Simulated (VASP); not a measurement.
# TiSi2 (Fddd) in VASP: settings compared

Aim: see how the results for TiSi2 move with the level of theory and the settings. Levels: PBEsol, LDA. Tasks: relaxation of cell and atoms.

Everything below comes from runs of VASP 6.6.1. Logs are shortened: lines on timing, memory, paths and dates and some standing lists are left out, and cuts for length are marked.

### Step 1. The structure

It takes space group Fddd (No. 70, orthorhombic). The conventional cell has a = 4.779 Å, b = 8.235 Å, c = 8.526 Å, α = 90.00°, β = 90.00°, γ = 90.00°. Ti (site symmetry 222) is surrounded by 10 Si at 2.55 to 2.78 Å. Around Si (site symmetry 2) lie 5 Si at 2.52 to 2.79 Å and 5 Ti at 2.55 to 2.78 Å.

The cell is a database's computed one.

### Step 2. Relaxation of cell and atoms, PBEsol

INCAR reads:

```
  PREC = Accurate
  ENCUT = 600
  EDIFF = 1E-7
  ISMEAR = 0
  SIGMA = 0.1
  LREAL = False
  LASPH = True
  NELM = 80
  ALGO = Normal
  ISIF = 3
  LWAVE = False
  LCHARG = False
  GGA = PS
  IBRION = 2
  NSW = 90
  EDIFFG = -0.005
```

KPOINTS reads:

```
Automatic mesh
0
Gamma
  10 10 10
```

POSCAR reads:

```
TiSi2
1.0
    0.0000000000      4.1175163100      4.2628978400
    2.3895119500      0.0000000000      4.2628978400
    2.3895119500      4.1175163100      0.0000000000
Ti Si
2 4
Direct
    0.5000000000      0.5000000000      0.5000000000
    0.7500000000      0.7500000000      0.7500000000
    0.8374343900      0.1625656100      0.8374343900
    0.1625656100      0.8374343900      0.1625656100
    0.0874343900      0.4125656100      0.0874343900
    0.4125656100      0.0874343900      0.4125656100
```

Potentials or basis: VASP PAW PBE potentials, release 64 (Ti_sv, Si).

Started as:

```console
$ cat potpaw_PBE.64/Ti_sv/POTCAR potpaw_PBE.64/Si/POTCAR > POTCAR
$ mpirun -np 1 vasp_std > vasp.out
```

OUTCAR:

```text
PREC = Accurate
   ENCUT = 600
   EDIFF = 1E-7
   ISMEAR = 0
   LREAL = False
   LASPH = True
   NELM = 80
   ISIF = 3
   GGA = PS
   IBRION = 2
   NSW = 90
   EDIFFG = -0.005

 ion  position               nearest neighbor table
   1  0.500  0.500  0.500-   5 2.55   6 2.55   5 2.55   6 2.55   4 2.74   4 2.74   3 2.74   3 2.74
                             4 2.78   3 2.78
   2  0.750  0.750  0.750-   3 2.55   4 2.55   3 2.55   4 2.55   5 2.74   6 2.74   5 2.74   6 2.74
                             6 2.78   5 2.78
   3  0.837  0.163  0.837-   6 2.52   6 2.52   2 2.55   2 2.55   4 2.68   1 2.74   1 2.74   1 2.78
                             4 2.79   4 2.79
   4  0.163  0.837  0.163-   5 2.52   5 2.52   2 2.55   2 2.55   3 2.68   1 2.74   1 2.74   1 2.78
                             3 2.79   3 2.79
   5  0.087  0.413  0.087-   4 2.52   4 2.52   1 2.55   1 2.55   6 2.68   2 2.74   2 2.74   2 2.78
                             6 2.79   6 2.79
   6  0.413  0.087  0.413-   3 2.52   3 2.52   1 2.55   1 2.55   5 2.68   2 2.74   2 2.74   2 2.78
                             5 2.79   5 2.79

  LATTYP: Found a face centered orthorhombic cell.
 ALAT       =     4.7790239000
 B/A-ratio  =     1.7231620499
 C/A-ratio  =     1.7840035661

  Lattice vectors:

 A1 = (   0.0000000000,   4.1175163100,   4.2628978400)
 A2 = (   2.3895119500,   0.0000000000,   4.2628978400)
 A3 = (   2.3895119500,   4.1175163100,   0.0000000000)

Analysis of symmetry for initial positions (statically):
=====================================================================
 Subroutine PRICEL returns:
 Original cell was already a primitive cell.

 Routine SETGRP: Setting up the symmetry group for a
 face centered orthorhombic supercell.

 Subroutine GETGRP returns: Found  8 space group operations
 (whereof  4 operations were pure point group operations)
 out of a pool of  8 trial point group operations.

The static configuration has the point symmetry D_2 .
 The point group associated with its full space group is D_2h.

Analysis of symmetry for dynamics (positions and initial velocities):
=====================================================================
 Subroutine PRICEL returns:
 Original cell was already a primitive cell.

 Routine SETGRP: Setting up the symmetry group for a
 face centered orthorhombic supercell.

 Subroutine GETGRP returns: Found  8 space group operations
 (whereof  4 operations were pure point group operations)
 out of a pool of  8 trial point group operations.

The dynamic configuration has the point symmetry D_2 .
 The point group associated with its full space group is D_2h.

 Subroutine INISYM returns: Found  8 space group operations
 (whereof  4 operations are pure point group operations),
 and found     1 'primitive' translations

----------------------------------------------------------------------------------------

                                     Primitive cell

  volume of cell :      83.8841

  direct lattice vectors                    reciprocal lattice vectors
     0.000000000  4.117516310  4.262897840    -0.209247750  0.121432427  0.117291105
     2.389511950  0.000000000  4.262897840     0.209247750 -0.121432427  0.117291105
     2.389511950  4.117516310  0.000000000     0.209247750  0.121432427 -0.117291105

  length of vectors
     5.926739285  4.886928008  4.760641545     0.268863644  0.268863644  0.268863644

  position of ions in fractional coordinates (direct lattice)
     0.500000000  0.500000000  0.500000000
     0.750000000  0.750000000  0.750000000
     0.837434390  0.162565610  0.837434390
     0.162565610  0.837434390  0.162565610
     0.087434390  0.412565610  0.087434390
     0.412565610  0.087434390  0.412565610

  ion indices of the primitive-cell ions
   primitive index   ion index
                 1           1
                 2           2
                 3           3
                 4           4
                 5           5
                 6           6

----------------------------------------------------------------------------------------

 KPOINTS: Automatic mesh

Automatic generation of k-mesh.
 Grid dimensions read from file:
 generate k-points for:   10   10   10

 Generating k-lattice:

  Cartesian coordinates                     Fractional coordinates (reciprocal lattice)
    -0.020924775  0.012143243  0.011729111     0.100000000 -0.000000000  0.000000000
     0.020924775 -0.012143243  0.011729111    -0.000000000  0.100000000  0.000000000
     0.020924775  0.012143243 -0.011729111     0.000000000  0.000000000  0.100000000

  Length of vectors
     0.026886364  0.026886364  0.026886364

  Shift w.r.t. Gamma in fractional coordinates (k-lattice)
     0.000000000  0.000000000  0.000000000

 Subroutine IBZKPT returns following result:
 ===========================================

 Found    171 irreducible k-points:

 Following reciprocal coordinates:
            Coordinates               Weight
  0.000000  0.000000  0.000000      1.000000
  0.100000 -0.000000 -0.000000      8.000000
  0.200000 -0.000000 -0.000000      8.000000
  0.300000 -0.000000  0.000000      8.000000
  0.400000 -0.000000  0.000000      8.000000
  0.500000 -0.000000  0.000000      4.000000
[... 16 lines left out ...]
  0.300000  0.300000  0.000000      2.000000
  0.400000  0.300000 -0.000000      8.000000
 [... further k-points ...]
   k-points           NKPTS =    171   k-points in BZ     NKDIM =    171   number of bands    NBANDS=     24
   number of dos      NEDOS =    301   number of ions     NIONS =      6
   total plane-waves  NPLWV =  76800
   dimension x,y,z NGX =    48 NGY =   40 NGZ =   40
   dimension x,y,z NGXF=    96 NGYF=   80 NGZF=   80
   ions per type =               2   4
   NGX,Y,Z   is equivalent  to a cutoff of  13.46, 13.61, 13.97 a.u.
   NGXF,Y,Z  is equivalent  to a cutoff of  26.93, 27.21, 27.94 a.u.
 SYSTEM =  unknown system
   PREC   = accura    normal or accurate (medium, high low for compatibility)
   ISTART =      0    job   : 0-new  1-cont  2-samecut
   ICHARG =      2    charge: 1-file 2-atom 10-const
   ISPIN  =      1    spin polarized calculation?
   LNONCOLLINEAR =      F non collinear calculations
   LSORBIT =      F    spin-orbit coupling
   LASPH  =      T    aspherical Exc in radial PAW
   ENCUT  =  600.0 eV  44.10 Ry    6.64 a.u.  11.84  9.76  9.51*2*pi/ulx,y,z
   NELM   =     80;   NELMIN=  2; NELMDL= -5     # of ELM steps
   EDIFF  = 0.1E-06   stopping-criterion for ELM
   LREAL  =      F    real-space projection
   EDIFFG = -.5E-02   stopping-criterion for IOM
   NSW    =     90    number of steps for IOM
   IBRION =      2    ionic relax: 0-MD 1-quasi-New 2-CG
   NFREE  =      1    steps in history (QN), initial steepest desc. (CG)
   ISIF   =      3    stress and relaxation
   ISYM   =      2    0-nonsym 1-usesym 2-fastsym
   POTIM  = 0.5000    time-step for ionic-motion
   TEBEG  =    0.0;   TEEND  =   0.0 temperature during run
   PSTRESS=    0.0 pullay stress
   NELECT =      40.0000    total number of electrons
   NUPDOWN=      -1.0000    fix difference up-down
   EMIN   =  10.00;   EMAX   =-10.00  energy-range for DOS
   EFERMI =   0.00;   METHOD = LEGACY
   ISMEAR =     0;   SIGMA  =   0.10  broadening in eV -4-tet -1-fermi 0-gaus
   EFERMI_NEDOS =   21; number of points for ismear=-14 and -15
   IALGO  =     38    algorithm
   IMIX   =      4    mixing-type and parameters
     AMIX     =   0.40;   BMIX     =  1.00
     AMIX_MAG =   1.60;   BMIX_MAG =  1.00
  volume/ion in A,a.u.               =      13.98        94.35
  Fermi-wavevector in a.u.,A,eV,Ry     =   1.278994  2.416947 22.256742  1.635824
  Thomas-Fermi vector in A             =   2.411504
   LORBIT       =      0    0 simple, 1 ext, 2 COOP (PROOUT), +10 PAW based schemes
   GGA     = PS    functional components
   LHFCALC =     F    Hartree Fock is set to
   AEXX    =    0.0000 exact exchange contribution
   IVDW    =     0    specifies the selected vdW correction
   LEPSILON=     F    determine dielectric tensor
   LRPA    =     F    only Hartree local field effects (RPA)
 conjugate gradient relaxation of ions
 non-spin polarized calculation
 Gauss-broadening in eV      SIGMA  =   0.10
  energy-cutoff  :      600.00
  volume of cell :       83.88
 maximum number of plane-waves:      2850
   NGX = 23   NGY = 19   NGZ = 19

--------------------------------------- Ionic step        1  -------------------------------------------

 number of electron      39.9999999 magnetization

 Free energy of the ion-electron system (eV)
  ---------------------------------------------------
  ext. energy  EPLUGINS =         0.00000000
  ---------------------------------------------------
  free energy    TOTEN  =       -43.67861148 eV

  energy without entropy =      -43.66752090  energy(sigma->0) =      -43.67306619

------------------------ aborting loop because EDIFF is reached ----------------------------------------

  FORCE on cell =-STRESS in cart. coord.  units (eV):
  Direction    XX          YY          ZZ          XY          YZ          ZX
  --------------------------------------------------------------------------------------
  -------------------------------------------------------------------------------------
  Total       -0.8435084     -1.1343517     -0.8435549      0.0000000      0.0000000      0.0000000
  in kB      -16.1109276    -21.6660063    -16.1118154      0.0000000      0.0000000      0.0000000
  external PRESSURE =     -17.9629164 kB  Pullay stress =       0.0000000 kB
[... 225 lines left out ...]
  energy  without entropy=      -43.6753285224  energy(sigma->0) =      -43.68076397

--------------------------------------- Ionic step        7  -------------------------------------------

 number of electron      39.9999999 magnetization

 Free energy of the ion-electron system (eV)
  ---------------------------------------------------
  ext. energy  EPLUGINS =         0.00000000
  ---------------------------------------------------
  free energy    TOTEN  =       -43.68631009 eV

  energy without entropy =      -43.67553672  energy(sigma->0) =      -43.68092340

 E-fermi :  10.2540     XC(G=0): -11.8799

 val. band max:       10.2502008951   @ k =  -0.4000   0.4000   0.2000
 cond. band min:      10.2570851848   @ k =   0.0000   0.2000   0.2000
 fundamental gap:      0.0068842897
 Fermi energy:        10.2540431150

 k-point     1 :       0.0000    0.0000    0.0000
  band No.  band energies     occupation
      1     -45.7139      2.00000
      2     -45.6826      2.00000
      3     -22.2145      2.00000
      4     -22.1948      2.00000
      5     -22.1159      2.00000
      6     -22.1000      2.00000
[... 637 lines left out ...]
     23      12.9371      0.00000
     24      13.3192      0.00000

 [... further k-points ...]

------------------------ aborting loop because EDIFF is reached ----------------------------------------

  FORCE on cell =-STRESS in cart. coord.  units (eV):
  Direction    XX          YY          ZZ          XY          YZ          ZX
  --------------------------------------------------------------------------------------
  -------------------------------------------------------------------------------------
  Total       -0.0036719      0.0033045     -0.0058101      0.0000000      0.0000000      0.0000000
  in kB       -0.0710269      0.0639194     -0.1123865      0.0000000      0.0000000      0.0000000
  external PRESSURE =      -0.0398313 kB  Pullay stress =       0.0000000 kB
[... 21 lines left out ...]
  FREE ENERGIE OF THE ION-ELECTRON SYSTEM (eV)
  ---------------------------------------------------
  free  energy   TOTEN  =       -43.6863100907 eV

  energy  without entropy=      -43.6755367151  energy(sigma->0) =      -43.68092340

 reached required accuracy - stopping structural energy minimisation
```

Wall time 23 min (1 thread of Intel Xeon Platinum 8488C (Sapphire Rapids), shared host); peak memory 0.55 GiB.

Results:

* Free energy: -43.6863 eV
* Relaxed volume: 13.80 Å³/atom
* Relaxed cell: a = 5.899 Å, b = 4.871 Å, c = 4.735 Å, α = 75.76°, β = 53.17°, γ = 51.07°
* Space group after relaxing (to 0.05 Å): Fddd (No. 70)
* Energy gained by relaxing: 1.3 meV/atom
* Ionic steps: 7
* Pressure after relaxing: 0.0 GPa
* Band gap on the k mesh: none (metal or under the smearing width)

Step by step:
| step | energy change (eV) | largest force (eV/Å) | pressure (GPa) | volume (Å³) |
| --- | --- | --- | --- | --- |
| 1 | 0.0000 | 0.0639 | -1.80 | 83.88 |
| 2 | -0.0026 | 0.0573 | 1.63 | 82.00 |
| 3 | -0.0065 | 0.0606 | 0.10 | 82.81 |
| 4 | -0.0072 | 0.0395 | 0.03 | 82.80 |
| 5 | -0.0072 | 0.0357 | 0.02 | 82.80 |
| 6 | -0.0076 | 0.0166 | 0.01 | 82.82 |
| 7 | -0.0077 | 0.0002 | 0.00 | 82.83 |

Final structure:
```yaml
crystal:
  lattice:
    - [0.00000, 4.09200, 4.24964]
    - [2.38156, 0.00000, 4.24964]
    - [2.38156, 4.09200, 0.00000]
  atoms:
    - { symbol: Ti, position: [0.50000, 0.50000, 0.50000] }
    - { symbol: Ti, position: [0.75000, 0.75000, 0.75000] }
    - { symbol: Si, position: [0.83616, 0.16384, 0.83616] }
    - { symbol: Si, position: [0.16384, 0.83616, 0.16384] }
    - { symbol: Si, position: [0.08616, 0.41384, 0.08616] }
    - { symbol: Si, position: [0.41384, 0.08616, 0.41384] }
```

Caveat: the PAW data sets were made with another functional, which shifts forces and pressure a little.

[end of part 1 of 2]
